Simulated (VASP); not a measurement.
# Au (I4/mmm) in VASP: notebook

One crystal, Au, is run at these levels: r2SCAN; tasks: single point.

Everything below comes from runs of VASP 6.6.1. Logs are shortened: lines on timing, memory, paths and dates and some standing lists are left out, and cuts for length are marked.

### Step 1. The crystal as given

The structure is tetragonal, space group I4/mmm (No. 139). The conventional cell has a = 3.485 Å, b = 3.485 Å, c = 2.913 Å, α = 90.00°, β = 90.00°, γ = 90.00°. Au (site symmetry 4/mmm) is surrounded by 10 Au at 2.86 to 2.91 Å.

The cell was built by a generator and needn't be a form met in nature.

### Step 2. Single point, r2SCAN

The input, POSCAR:

```
Au
1.0
   -1.7427168069      1.7427168069      1.4563786894
    1.7427168069     -1.7427168069      1.4563786894
    1.7427168069      1.7427168069     -1.4563786894
Au
1
Direct
    0.0000000000      0.0000000000      0.0000000000
```

The input, INCAR.step1:

```
PREC = Accurate ; ENCUT = 520
ISMEAR = 0 ; SIGMA = 0.1
LREAL = False ; LASPH = True
NELM = 100 ; NBANDS = 12
GGA = PE ; ALGO = Normal
EDIFF = 1E-4 ; LWAVE = True
LCHARG = False
```

The input, INCAR.step2:

```
PREC = Accurate ; ENCUT = 520
EDIFF = 1E-6 ; ISMEAR = 0
SIGMA = 0.1 ; LREAL = False
LASPH = True ; NELM = 100
ALGO = Normal ; ISIF = 2
LWAVE = False ; LCHARG = False
METAGGA = R2SCAN ; LMIXTAU = True
NBANDS = 12 ; ISTART = 1
```

The input, KPOINTS:

```
regular mesh
0
Gamma
  24 24 24
```

Potentials or basis: VASP PAW PBE potentials, release 64 (Au).

Launch:

```
$ cat potpaw_PBE.64/Au/POTCAR > POTCAR
$ cp INCAR.step1 INCAR
$ mpirun -np 1 vasp_std > vasp.out
$ cp INCAR.step2 INCAR
$ mpirun -np 1 vasp_std > vasp.out
```

OUTCAR:

```text
PREC = Accurate
   ENCUT = 520
   EDIFF = 1E-6
   ISMEAR = 0
   LREAL = False
   LASPH = True
   NELM = 100
   ISIF = 2
   METAGGA = R2SCAN
   ISTART = 1

 ion  position               nearest neighbor table
   1  0.000  0.000  0.000-

  LATTYP: Found a body centered tetragonal cell.
 ALAT       =     3.4854336138
 C/A-ratio  =     0.8356944075

  Lattice vectors:

 A1 = (  -1.7427168069,   1.7427168069,   1.4563786894)
 A2 = (   1.7427168069,  -1.7427168069,   1.4563786894)
 A3 = (   1.7427168069,   1.7427168069,  -1.4563786894)

Analysis of symmetry for initial positions (statically):
=====================================================================
 Subroutine PRICEL returns:
 Original cell was already a primitive cell.

 Routine SETGRP: Setting up the symmetry group for a
 body centered tetragonal supercell.

 Subroutine GETGRP returns: Found 16 space group operations
 (whereof 16 operations were pure point group operations)
 out of a pool of 16 trial point group operations.

The static configuration has the point symmetry D_4h.

Analysis of symmetry for dynamics (positions and initial velocities):
=====================================================================
 Subroutine PRICEL returns:
 Original cell was already a primitive cell.

 Routine SETGRP: Setting up the symmetry group for a
 body centered tetragonal supercell.

 Subroutine GETGRP returns: Found 16 space group operations
 (whereof 16 operations were pure point group operations)
 out of a pool of 16 trial point group operations.

The dynamic configuration has the point symmetry D_4h.

 Subroutine INISYM returns: Found 16 space group operations
 (whereof 16 operations are pure point group operations),
 and found     1 'primitive' translations

----------------------------------------------------------------------------------------

                                     Primitive cell

  volume of cell :      17.6924

  direct lattice vectors                    reciprocal lattice vectors
    -1.742716807  1.742716807  1.456378689     0.000000000  0.286908348  0.343317300
     1.742716807 -1.742716807  1.456378689     0.286908348  0.000000000  0.343317300
     1.742716807  1.742716807 -1.456378689     0.286908348  0.286908348  0.000000000

  length of vectors
     2.862719446  2.862719446  2.862719446     0.447418338  0.447418338  0.405749677

  position of ions in fractional coordinates (direct lattice)
     0.000000000  0.000000000  0.000000000

  ion indices of the primitive-cell ions
   primitive index   ion index
                 1           1

----------------------------------------------------------------------------------------

 KPOINTS: regular mesh

Automatic generation of k-mesh.
 Grid dimensions read from file:
 generate k-points for:   24   24   24

 Generating k-lattice:

  Cartesian coordinates                     Fractional coordinates (reciprocal lattice)
     0.000000000  0.011954514  0.014304888     0.041666667  0.000000000  0.000000000
     0.011954514  0.000000000  0.014304888     0.000000000  0.041666667  0.000000000
     0.011954514  0.011954514  0.000000000     0.000000000  0.000000000  0.041666667

  Length of vectors
     0.018642431  0.018642431  0.016906237

  Shift w.r.t. Gamma in fractional coordinates (k-lattice)
     0.000000000  0.000000000  0.000000000

 Subroutine IBZKPT returns following result:
 ===========================================

 Found   1063 irreducible k-points:

 Following reciprocal coordinates:
            Coordinates               Weight
  0.000000  0.000000  0.000000      1.000000
  0.041667  0.000000  0.000000      8.000000
  0.083333  0.000000 -0.000000      8.000000
  0.125000  0.000000  0.000000      8.000000
  0.166667  0.000000 -0.000000      8.000000
  0.208333  0.000000  0.000000      8.000000
[... 16 lines left out ...]
  0.416667  0.041667 -0.000000     16.000000
  0.458333  0.041667 -0.000000     16.000000
 [... further k-points ...]
   k-points           NKPTS =   1063   k-points in BZ     NKDIM =   1063   number of bands    NBANDS=     12
   number of dos      NEDOS =    301   number of ions     NIONS =      1
   total plane-waves  NPLWV =  13824
   dimension x,y,z NGX =    24 NGY =   24 NGZ =   24
   dimension x,y,z NGXF=    48 NGYF=   48 NGZF=   48
   ions per type =               1
   NGX,Y,Z   is equivalent  to a cutoff of  13.94, 13.94, 13.94 a.u.
   NGXF,Y,Z  is equivalent  to a cutoff of  27.87, 27.87, 27.87 a.u.
 SYSTEM =  unknown system
   PREC   = accura    normal or accurate (medium, high low for compatibility)
   ISTART =      1    job   : 0-new  1-cont  2-samecut
   ICHARG =      0    charge: 1-file 2-atom 10-const
   ISPIN  =      1    spin polarized calculation?
   LNONCOLLINEAR =      F non collinear calculations
   LSORBIT =      F    spin-orbit coupling
   LASPH  =      T    aspherical Exc in radial PAW
   ENCUT  =  520.0 eV  38.22 Ry    6.18 a.u.   5.32  5.32  5.32*2*pi/ulx,y,z
   NELM   =    100;   NELMIN=  2; NELMDL=  0     # of ELM steps
   EDIFF  = 0.1E-05   stopping-criterion for ELM
   LREAL  =      F    real-space projection
   EDIFFG = 0.1E-04   stopping-criterion for IOM
   NSW    =      0    number of steps for IOM
   IBRION =     -1    ionic relax: 0-MD 1-quasi-New 2-CG
   NFREE  =      0    steps in history (QN), initial steepest desc. (CG)
   ISIF   =      2    stress and relaxation
   ISYM   =      2    0-nonsym 1-usesym 2-fastsym
   POTIM  = 0.5000    time-step for ionic-motion
   TEBEG  =    0.0;   TEEND  =   0.0 temperature during run
   PSTRESS=    0.0 pullay stress
   NELECT =      11.0000    total number of electrons
   NUPDOWN=      -1.0000    fix difference up-down
   EMIN   =  10.00;   EMAX   =-10.00  energy-range for DOS
   EFERMI =   0.00;   METHOD = LEGACY
   ISMEAR =     0;   SIGMA  =   0.10  broadening in eV -4-tet -1-fermi 0-gaus
   EFERMI_NEDOS =   21; number of points for ismear=-14 and -15
   IALGO  =     38    algorithm
   IMIX   =      4    mixing-type and parameters
     AMIX     =   0.40;   BMIX     =  1.00
     AMIX_MAG =   1.60;   BMIX_MAG =  1.00
  volume/ion in A,a.u.               =      17.69       119.39
  Fermi-wavevector in a.u.,A,eV,Ry     =   1.397257  2.640434 26.563037  1.952328
  Thomas-Fermi vector in A             =   2.520531
   LORBIT       =      0    0 simple, 1 ext, 2 COOP (PROOUT), +10 PAW based schemes
   METAGGA = R2SCAN    functional components
   LHFCALC =     F    Hartree Fock is set to
   AEXX    =    0.0000 exact exchange contribution
   IVDW    =     0    specifies the selected vdW correction
   LEPSILON=     F    determine dielectric tensor
   LRPA    =     F    only Hartree local field effects (RPA)
 non-spin polarized calculation
 Gauss-broadening in eV      SIGMA  =   0.10
  energy-cutoff  :      520.00
  volume of cell :       17.69
 maximum number of plane-waves:       497
 NGX is ok and might be reduce to    24
   NGX = 11   NGY = 11   NGZ = 11

 number of electron      11.0000000 magnetization

 Free energy of the ion-electron system (eV)
  ---------------------------------------------------
  ext. energy  EPLUGINS =         0.00000000
  ---------------------------------------------------
  free energy    TOTEN  =       -50.58334820 eV

  energy without entropy =      -50.58156607  energy(sigma->0) =      -50.58245714

 E-fermi :   8.7920     XC(G=0): -13.3537

 val. band max:        8.7894790479   @ k =   0.5000   0.2500   0.1250
 cond. band min:       8.8026549797   @ k =  -0.0833   0.4583   0.0833
 fundamental gap:      0.0131759318
 Fermi energy:         8.7920162969

 k-point     1 :       0.0000    0.0000    0.0000
  band No.  band energies     occupation
      1      -0.9715      2.00000
      2       3.1225      2.00000
      3       4.3826      2.00000
      4       4.3826      2.00000
      5       4.6170      2.00000
      6       6.1271      2.00000
      7      24.8046      0.00000
      8      24.8046      0.00000
      9      28.9137      0.00000
     10      32.0470      0.00000
     11      32.0470      0.00000
     12      33.4117      0.00000

 k-point     2 :       0.0417    0.0000    0.0000
  band No.  band energies     occupation
      1      -0.9008      2.00000
      2       3.1429      2.00000
      3       4.3703      2.00000
      4       4.3780      2.00000
      5       4.6370      2.00000
      6       6.1036      2.00000
      7      24.8471      0.00000
      8      24.8856      0.00000
      9      28.7464      0.00000
     10      31.4487      0.00000
     11      31.8567      0.00000
     12      33.6556      0.00000

 k-point     3 :       0.0833    0.0000   -0.0000
  band No.  band energies     occupation
      1      -0.6914      2.00000
      2       3.1922      2.00000
      3       4.3222      2.00000
      4       4.3776      2.00000
      5       4.7096      2.00000
      6       6.0384      2.00000
      7      24.9509      0.00000
      8      25.1193      0.00000
      9      28.1589      0.00000
     10      30.6863      0.00000
     11      31.3127      0.00000
     12      33.4888      0.00000
[... 286 lines left out ...]
 k-point    23 :       0.4167    0.0417   -0.0000
  band No.  band energies     occupation
      1       1.6632      2.00000
      2       2.4751      2.00000
      3       5.3503      2.00000
      4       6.4952      2.00000
      5       6.7669      2.00000
      6       8.2025      2.00000
      7      14.1072      0.00000
      8      21.2433      0.00000
      9      21.9643      0.00000
     10      29.3900      0.00000
     11      30.5900      0.00000
     12      32.1172      0.00000

 k-point    24 :       0.4583    0.0417   -0.0000
  band No.  band energies     occupation
      1       1.6377      2.00000
      2       2.4390      2.00000
      3       5.3622      2.00000
      4       6.5947      2.00000
      5       6.9073      2.00000
      6       9.0098      0.00207
      7      13.0402      0.00000
      8      21.0375      0.00000
      9      21.6593      0.00000
     10      29.5304      0.00000
     11      30.7346      0.00000
     12      32.0727      0.00000

 [... further k-points ...]

------------------------ aborting loop because EDIFF is reached ----------------------------------------

  FORCE on cell =-STRESS in cart. coord.  units (eV):
  Direction    XX          YY          ZZ          XY          YZ          ZX
  --------------------------------------------------------------------------------------
  -------------------------------------------------------------------------------------
  Total        0.0303106      0.0303106      0.0394803      0.0000000     -0.0000000      0.0000000
  in kB        2.7448393      2.7448393      3.5752260      0.0000000     -0.0000000      0.0000000
  external PRESSURE =       3.0216349 kB  Pullay stress =       0.0000000 kB

 VOLUME and BASIS-vectors are now :
 -----------------------------------------------------------------------------
  energy-cutoff  :      520.00
  volume of cell :       17.69
      direct lattice vectors                 reciprocal lattice vectors
    -1.742716807  1.742716807  1.456378689     0.000000000  0.286908348  0.343317300
     1.742716807 -1.742716807  1.456378689     0.286908348  0.000000000  0.343317300
     1.742716807  1.742716807 -1.456378689     0.286908348  0.286908348  0.000000000

 POSITION                                       TOTAL-FORCE (eV/Angst)
 -----------------------------------------------------------------------------------
      0.00000      0.00000      0.00000         0.000000      0.000000      0.000000
 -----------------------------------------------------------------------------------
    total drift:                                0.000000      0.000000     -0.000000

  FREE ENERGIE OF THE ION-ELECTRON SYSTEM (eV)
  ---------------------------------------------------
  free  energy   TOTEN  =       -50.5833482043 eV

  energy  without entropy=      -50.5815660676  energy(sigma->0) =      -50.58245714
```

Wall time 3.5 min (1 thread of Intel Xeon 6975P-C (Granite Rapids), shared host); peak memory 0.33 GiB.

What came out:

| Item | Value |
| --- | --- |
| Free energy | -50.5833 eV |
| Pressure | 0.3 GPa |
| Band gap on the k mesh | none (metal or under the smearing width) |

Stress tensor (GPa, compression positive):
```
0.27 0.00 0.00
0.00 0.27 0.00
0.00 0.00 0.36
```

Caveat: the PAW data sets were made with another functional, which shifts forces and pressure a little. Spin-orbit coupling is left out, which matters for the levels of Au.

(Continued in part 2 of 2.)
